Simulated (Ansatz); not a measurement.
## Moving the fixed moment of the cell in Eu

```cif
data_structure
_symmetry_space_group_name_H-M 'Im-3m'
_symmetry_Int_Tables_number 229
_cell_length_a 4.6060
_cell_length_b 4.6060
_cell_length_c 4.6060
_cell_angle_alpha 90.000
_cell_angle_beta 90.000
_cell_angle_gamma 90.000
_cell_volume 97.72
loop_
_atom_site_label
_atom_site_type_symbol
_atom_site_symmetry_multiplicity
_atom_site_Wyckoff_symbol
_atom_site_fract_x
_atom_site_fract_y
_atom_site_fract_z
_atom_site_occupancy
Eu1 Eu 2 a 0.00000 0.00000 0.00000 1
```

Kept alike: task single point; functional PBE; k mesh 7 × 7 × 7; occupations fermi-dirac, width 0.05 eV. Program: Ansatz, Ansatz PAW, cutoff 420 eV. The mesh is that of the run's cell of 1 atom. No spin-orbit coupling.

| run | pressure (GPa) | largest site moment (μB) | free energy over the lowest row (meV/atom) |
| --- | --- | --- | --- |
| A | -4.46 | 12.73 | 48083.09 |
| B | -1.95 | 7.79 | 376.81 |
| C | -5.79 | 9.28 | 14192.58 |
| D | -3.66 | 2.92 | 4756.05 |
| E | -4.84 | 0.00 | 7359.62 |
| F | -1.68 | 6.92 | 0.00 |
| G | -0.72 | 5.98 | 855.91 |
| H | -3.37 | 4.66 | 2874.03 |

Pressure is positive in compression, with a Pulay correction for the finite cutoff. For a metal such a mesh leaves the last digits unconverged. The runs hold the magnetic state that their start led to, which needn't be the lowest. Site moments count inside each atom's sphere or projector.

Task: The runs differ in the fixed moment of the cell alone: 0; 1.8; 3.5; 5.2; 7; 8.8; 10.5; 14 μB. Which run is which?

Result: Run A is 14 μB; run B is 8.8 μB; run C is 10.5 μB; run D is 1.8 μB; run E is 0 μB; run F is 7 μB; run G is 5.2 μB; run H is 3.5 μB. The pressure runs from -5.79 (10.5) to -0.72 GPa (5.2). The largest site moment rises from 0.00 to 12.73 μB between 0 and 14 μB. The free energy is lowest at 7, and 48083.09 meV an atom higher at 14.
